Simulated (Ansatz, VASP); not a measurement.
## One calculation of Ag, two programs

Contents of INCAR:

```
SYSTEM = Ag
PREC = Accurate
ENCUT = 520
EDIFF = 1E-6
ISMEAR = 0
SIGMA = 0.15
LREAL = .False.
LASPH = .True.
NELM = 80
ALGO = Normal
ISIF = 2
LWAVE = .False.
LCHARG = .False.
GGA = PS
NBANDS = 18
```

Contents of KPOINTS:

```
regular mesh
0
Gamma
  10 10 10
  0 0 0
```

File POSCAR:

```
Ag
1.0
    0.0000000000     -3.2251146571      0.0000000000
   -3.2251146571      0.0000000000      0.0000000000
    0.0000000000      0.0000000000     -3.2251146571
Ag
2
Direct
    0.5000000000      0.5000000000      0.5000000000
    0.0000000000      0.0000000000      0.0000000000
```

Input for Ansatz:

```yaml
crystal:
  lattice:
    - [0.0, -3.2251146562, 0.0]
    - [-3.2251146562, 0.0, 0.0]
    - [0.0, 0.0, -3.2251146562]
  atoms:
    - { symbol: Ag, position: [0.5, 0.5, 0.5] }
    - { symbol: Ag, position: [0.0, 0.0, 0.0] }
basis:
  ecutwfc: 420
kpoints:
  mp_grid: { grid: [10, 10, 10] }
hamiltonian:
  xc: pbesol
scf:
  occupations: { method: gaussian, width: 0.15 }
output:
  forces: true
  stress: true
  eigenvalues: true
  write_density: true
  write_potential: true
  elf: true
  volumetric_format: npy
```

Alike in both runs: task single point; functional PBEsol; k mesh 10 × 10 × 10; occupations gaussian, width 0.15 eV; no spin polarisation.

|  | VASP | Ansatz |
| --- | --- | --- |
| version | VASP 6.6.1 | Ansatz 0.2.0 |
| potentials or method | VASP PAW PBE potentials, release 64 (Ag) | scalar-relativistic, plane waves, PAW |
| plane-wave cutoff (eV) | 520 | 420 |
| valence electrons in the cell | 22 | 38 |

|  | VASP | Ansatz | Ansatz less VASP |
| --- | --- | --- | --- |
| gap on the k mesh at the Fermi level (eV) | none | none | - |
| pressure (GPa) | -0.3 | 0.0 | +0.22 |

A gap of «none» marks a metal or a gap that the smearing closes. The two sets of potentials don't hold the same shells in valence.

Caveats: the PAW data sets were made with another functional, which shifts forces and pressure a little (VASP).
